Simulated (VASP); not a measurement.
# KI (R-3m) in VASP: single point with PBE

Aim: the single point of KI with PBE.

Program: VASP 6.6.1. These are calculated values, not measurements. Logs are shortened: lines on timing, memory, paths and dates and some standing lists are left out, and cuts for length are marked.

### 1 The cell of the first run

Symmetry: R-3m, No. 166, trigonal system. The conventional cell has a = 4.783 Å, b = 4.783 Å, c = 12.886 Å, α = 90.00°, β = 90.00°, γ = 120.00°. Around K (site symmetry -3m) lie 6 I at 3.50 Å. I (site symmetry -3m) has 6 K at 3.50 Å as nearest neighbours.

The cell was built by a generator and needn't be a form met in nature.

### 2 Single point, PBE (epitaxial_111 strain -4.6%)

Contents of INCAR:

```
SYSTEM = KI
ALGO = Normal
EDIFF = 1E-6
ENCUT = 520
GGA = PE
ISIF = 2
ISMEAR = -1
LASPH = .TRUE.
LCHARG = .FALSE.
LREAL = .FALSE.
LWAVE = .FALSE.
NBANDS = 15
NELM = 100
PREC = Accurate
SIGMA = 0.02
```

Contents of KPOINTS:

```
k-points
0
G
  6 6 6
  0 0 0
```

Contents of POSCAR:

```
KI
1.0
    0.2249856863      3.6072968856      3.6072968856
    3.6072968856      0.2249856863      3.6072968856
    3.6072968856      3.6072968856      0.2249856863
K I
1 1
Direct
    0.0000000000      0.0000000000      0.0000000000
    0.5000000000      0.5000000000      0.5000000000
```

Potentials or basis: VASP PAW PBE potentials, release 64 (K_sv, I).

The run is started by

```
$ cat potpaw_PBE.64/K_sv/POTCAR potpaw_PBE.64/I/POTCAR > POTCAR
$ mpirun -np 1 vasp_std > vasp.out
```

OUTCAR:

```text
SYSTEM = KI
   EDIFF = 1E-6
   ENCUT = 520
   GGA = PE
   ISIF = 2
   ISMEAR = -1
   LASPH = .TRUE.
   LREAL = .FALSE.
   NELM = 100
   PREC = Accurate

 ion  position               nearest neighbor table
   1  0.000  0.000  0.000-   2 3.50   2 3.50   2 3.50   2 3.50   2 3.50   2 3.50
   2  0.500  0.500  0.500-   1 3.50   1 3.50   1 3.50   1 3.50   1 3.50   1 3.50

  LATTYP: Found a trigonal (rhomboedric) cell.
 ALAT       =     5.1064469253
 COS(alpha) =     0.5612779297

  Lattice vectors:

 A1 = (   0.2249856863,   3.6072968856,   3.6072968856)
 A2 = (   3.6072968856,   0.2249856863,   3.6072968856)
 A3 = (   3.6072968856,   3.6072968856,   0.2249856863)

Analysis of symmetry for initial positions (statically):
=====================================================================
 Subroutine PRICEL returns:
 Original cell was already a primitive cell.

 Routine SETGRP: Setting up the symmetry group for a
 trigonal (rhombohedral) supercell.

 Subroutine GETGRP returns: Found 12 space group operations
 (whereof 12 operations were pure point group operations)
 out of a pool of 12 trial point group operations.

The static configuration has the point symmetry D_3d.

Analysis of symmetry for dynamics (positions and initial velocities):
=====================================================================
 Subroutine PRICEL returns:
 Original cell was already a primitive cell.

 Routine SETGRP: Setting up the symmetry group for a
 trigonal (rhombohedral) supercell.

 Subroutine GETGRP returns: Found 12 space group operations
 (whereof 12 operations were pure point group operations)
 out of a pool of 12 trial point group operations.

The dynamic configuration has the point symmetry D_3d.

 Subroutine INISYM returns: Found 12 space group operations
 (whereof 12 operations are pure point group operations),
 and found     1 'primitive' translations

----------------------------------------------------------------------------------------

                                     Primitive cell

  volume of cell :      85.1090

  direct lattice vectors                    reciprocal lattice vectors
     0.224985686  3.607296886  3.607296886    -0.152298482  0.143357341  0.143357341
     3.607296886  0.224985686  3.607296886     0.143357341 -0.152298482  0.143357341
     3.607296886  3.607296886  0.224985686     0.143357341  0.143357341 -0.152298482

  length of vectors
     5.106446925  5.106446925  5.106446925     0.253569481  0.253569481  0.253569481

  position of ions in fractional coordinates (direct lattice)
     0.000000000  0.000000000  0.000000000
     0.500000000  0.500000000  0.500000000
[... 84 lines left out ...]
   ISYM   =      2    0-nonsym 1-usesym 2-fastsym
   POTIM  = 0.5000    time-step for ionic-motion
   TEBEG  =    0.0;   TEEND  =   0.0 temperature during run
   PSTRESS=    0.0 pullay stress
   NELECT =      16.0000    total number of electrons
   NUPDOWN=      -1.0000    fix difference up-down
   EMIN   =  10.00;   EMAX   =-10.00  energy-range for DOS
   EFERMI =   0.00;   METHOD = LEGACY
   ISMEAR =    -1;   SIGMA  =   0.02  broadening in eV -4-tet -1-fermi 0-gaus
   EFERMI_NEDOS =   21; number of points for ismear=-14 and -15
   IALGO  =     38    algorithm
   IMIX   =      4    mixing-type and parameters
     AMIX     =   0.40;   BMIX     =  1.00
     AMIX_MAG =   1.60;   BMIX_MAG =  1.00
  volume/ion in A,a.u.               =      42.55       287.17
  Fermi-wavevector in a.u.,A,eV,Ry     =   0.937828  1.772237 11.966603  0.879521
  Thomas-Fermi vector in A             =   2.064978
   LORBIT       =      0    0 simple, 1 ext, 2 COOP (PROOUT), +10 PAW based schemes
   GGA     = PE    functional components
   LHFCALC =     F    Hartree Fock is set to
   AEXX    =    0.0000 exact exchange contribution
   IVDW    =     0    specifies the selected vdW correction
   LEPSILON=     F    determine dielectric tensor
   LRPA    =     F    only Hartree local field effects (RPA)
 non-spin polarized calculation
  energy-cutoff  :      520.00
  volume of cell :       85.11
 maximum number of plane-waves:      2308
 NGX is ok and might be reduce to    40
   NGX = 19   NGY = 19   NGZ = 19

 number of electron      16.0000000 magnetization

 Free energy of the ion-electron system (eV)
  ---------------------------------------------------
  ext. energy  EPLUGINS =         0.00000000
  ---------------------------------------------------
  free energy    TOTEN  =        -5.52712786 eV

  energy without entropy =       -5.52712786  energy(sigma->0) =       -5.52712786

 E-fermi :   0.3605     XC(G=0):  -7.3200

 val. band max:       -0.1077858865   @ k =   0.0000   0.0000   0.0000
 cond. band min:       3.7859050746   @ k =   0.0000   0.0000   0.0000
 fundamental gap:      3.8936909611
 Fermi energy:         0.3604639168

 k-point     1 :       0.0000    0.0000    0.0000
  band No.  band energies     occupation
      1     -28.6896      2.00000
      2     -12.1832      2.00000
      3     -12.1832      2.00000
      4     -12.1738      2.00000
      5     -10.7698      2.00000
      6      -0.3901      2.00000
      7      -0.1078      2.00000
      8      -0.1078      2.00000
      9       3.7859      0.00000
     10       5.8698      0.00000
     11       6.5007      0.00000
     12       6.5007      0.00000
     13       7.0381      0.00000
     14       7.0381      0.00000
[... 401 lines left out ...]
      2     -12.2385      2.00000
      3     -12.2268      2.00000
      4     -12.2012      2.00000
      5     -10.5511      2.00000
      6      -1.1443      2.00000
      7      -0.8701      2.00000
      8      -0.7198      2.00000
      9       5.3959      0.00000
     10       6.2764      0.00000
     11       7.1857      0.00000
     12       8.2044      0.00000
     13       8.3602      0.00000
     14       9.5236      0.00000
     15       9.9488      0.00000

 [... further k-points ...]
[... 5 lines left out ...]
  --------------------------------------------------------------------------------------
  -------------------------------------------------------------------------------------
  Total        0.5773465      0.5773465      0.5773465     -0.1406972     -0.1406972     -0.1406972
  in kB       10.8685493     10.8685493     10.8685493     -2.6486249     -2.6486249     -2.6486249
  external PRESSURE =      10.8685493 kB  Pullay stress =       0.0000000 kB

 VOLUME and BASIS-vectors are now :
 -----------------------------------------------------------------------------
  energy-cutoff  :      520.00
  volume of cell :       85.11
      direct lattice vectors                 reciprocal lattice vectors
     0.224985686  3.607296886  3.607296886    -0.152298482  0.143357341  0.143357341
     3.607296886  0.224985686  3.607296886     0.143357341 -0.152298482  0.143357341
     3.607296886  3.607296886  0.224985686     0.143357341  0.143357341 -0.152298482

 POSITION                                       TOTAL-FORCE (eV/Angst)
 -----------------------------------------------------------------------------------
      0.00000      0.00000      0.00000         0.000000      0.000000      0.000000
      3.71979      3.71979      3.71979        -0.000000     -0.000000     -0.000000
 -----------------------------------------------------------------------------------
    total drift:                                0.000000     -0.000000     -0.000000

  FREE ENERGIE OF THE ION-ELECTRON SYSTEM (eV)
  ---------------------------------------------------
  free  energy   TOTEN  =        -5.5271278564 eV

  energy  without entropy=       -5.5271278564  energy(sigma->0) =       -5.52712786
```

OSZICAR:

```text
N       E                     dE             d eps       ncg     rms          rms(c)
DAV:   1     0.875790906044E+02    0.87579E+02   -0.65515E+03   960   0.910E+02
DAV:   2    -0.220588333513E+00   -0.87800E+02   -0.82027E+02  1234   0.211E+02
DAV:   3    -0.532594319752E+01   -0.51054E+01   -0.50825E+01  1313   0.445E+01
DAV:   4    -0.560408515445E+01   -0.27814E+00   -0.27806E+00  1543   0.879E+00
DAV:   5    -0.560594952882E+01   -0.18644E-02   -0.18643E-02  1347   0.817E-01    0.324E+00
DAV:   6    -0.552587221404E+01    0.80077E-01   -0.89251E-02  1240   0.179E+00    0.230E+00
DAV:   7    -0.552202826390E+01    0.38440E-02   -0.11383E-01  1317   0.174E+00    0.778E-01
DAV:   8    -0.552648871758E+01   -0.44605E-02   -0.12663E-02  1037   0.736E-01    0.137E-01
DAV:   9    -0.552694794593E+01   -0.45923E-03   -0.82157E-04  1338   0.173E-01    0.752E-02
DAV:  10    -0.552708224888E+01   -0.13430E-03   -0.12279E-04  1196   0.598E-02    0.203E-02
DAV:  11    -0.552712813502E+01   -0.45886E-04   -0.61177E-05  1149   0.450E-02    0.209E-02
DAV:  12    -0.552712785638E+01    0.27864E-06   -0.29061E-06  1288   0.133E-02
   1 F= -.55271279E+01 E0= -.55271279E+01  d E =-.663575E-12
```

stdout:

```text
POSCAR found type information on POSCAR K I
 POSCAR found :  2 types and       2 ions
 scaLAPACK will be used
 LDA part: xc-table for (Slater+PW92), standard interpolation
 POSCAR, INCAR and KPOINTS ok, starting setup
 FFT: planning ... GRIDC
 FFT: planning ... GRID_SOFT
 FFT: planning ... GRID
 WAVECAR not read
 entering main loop
```

Run time: 35 s. Hardware: 1 thread of Intel Xeon Platinum 8259CL at 2.50GHz (Skylake/Cascade Lake), shared host; peak memory 0.25 GiB.

What came out:

```
Free energy            : -5.5271 eV
Pressure               : 1.1 GPa
Band gap on the k mesh : 3.89 eV, direct
```

Levels at points of the mesh, in eV from the valence-band top:
```tsv
k point	band 5	band 6	band 7	band 8	band 9	band 10	band 11	band 12
(0.00, 0.00, 0.00)	-10.66	-0.28	0.00	0.00	3.89	5.98	6.61	6.61
(0.50, 0.00, 0.00)	-10.33	-1.50	-0.62	-0.41	5.41	7.55	7.75	8.32
(0.50, 0.50, 0.00)	-10.50	-1.17	-0.60	-0.37	4.75	5.74	7.97	8.57
(0.50, 0.50, 0.50)	-10.35	-1.54	-0.28	-0.28	5.56	7.38	8.40	8.40
```

Caveat: spin-orbit coupling is left out, which moves the levels of the heavy elements.
